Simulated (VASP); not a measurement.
# Ni: relaxation of cell and atoms with PBEsol

The system is Ni.

```
Ni
1.0
     0.00000    1.77565    1.77565
     1.77565    0.00000    1.77565
     1.77565    1.77565    0.00000
Ni
1
Direct
  0.00000 0.00000 0.00000
```

| Property | Result |
| --- | --- |
| Program | VASP 6.6.1 |
| Task | relaxation of cell and atoms |
| Functional | PBEsol |
| Potentials or basis | VASP PAW PBE potentials, release 64 (Ni) |
| Cutoff | 580 eV |
| k mesh | 20 × 20 × 20 |
| Occupations | gaussian, width 0.1 eV |
| Spin | collinear spin, ferromagnetic start |
| Starting moments | [1.0] μB |
| Further INCAR settings | ALGO = Normal; EDIFF = 1e-07; IBRION = 2; EDIFFG = -0.005; NSW = 90; ISIF = 3 |

| Quantity | Value |
| --- | --- |
| Relaxed volume | 10.38 Å³/atom |
| Relaxed cell | a = 2.448 Å, b = 2.448 Å, c = 2.448 Å, α = 60.00°, β = 60.00°, γ = 60.00° |
| Space group after relaxing (to 0.05 Å) | Fm-3m (No. 225) |
| Energy gained by relaxing | 39.8 meV/atom |
| Ionic steps | 6 |
| Pressure after relaxing | 0.0 GPa |
| Band gap on the k mesh | none (metal or under the smearing width) |
| Net moment | 0.62 μB per cell |
| Site moments | Ni +0.63 μB |
| Valence electrons inside the program's atomic spheres | Ni 9.40 |

Step by step:
```
step  energy change (eV)  largest force (eV/Å)  pressure (GPa)  volume (Å³)
   1              0.0000                0.0000          -14.38        11.20
   2              0.0024                0.0000           19.97         9.65
   3             -0.0398                0.0000           -0.19        10.39
   4             -0.0398                0.0000            0.17        10.37
   5             -0.0398                0.0000           -0.18        10.38
   6             -0.0398                0.0000            0.02        10.38
```

Final structure:
```
Ni
1.0
     0.00000    1.73113    1.73113
     1.73113    0.00000    1.73113
     1.73113    1.73113    0.00000
Ni
1
Direct
  0.00000 0.00000 0.00000
```

Levels at points of the mesh, in eV from the Fermi level:
Spin up:
```tsv
k point	band 3	band 4	band 5	band 6	band 7	band 8
(0.00, 0.00, 0.00)	-2.55	-2.55	-1.30	-1.30	24.10	28.31
(0.50, 0.00, 0.00)	-2.55	-0.58	-0.58	-0.43	5.99	22.57
(0.50, 0.50, 0.00)	-0.54	-0.43	-0.43	2.42	9.62	15.21
```
Spin down:
```csv
k point,band 2,band 3,band 4,band 5,band 6,band 7,band 8,band 9
"(0.00, 0.00, 0.00)",-1.83,-1.83,-1.83,-0.69,-0.69,23.99,28.31,28.31
"(0.50, 0.00, 0.00)",-1.93,-1.93,-0.46,0.16,0.16,6.41,22.47,25.54
"(0.50, 0.50, 0.00)",-3.87,0.10,0.40,0.40,2.41,9.89,15.24,15.24
```

Wall time 2.5 min on 1 thread of AMD EPYC 9R14 (Zen 4), with other jobs on the host, peak memory 0.15 GiB.

Caveat: the PAW data sets were made with another functional, which shifts forces and pressure a little.
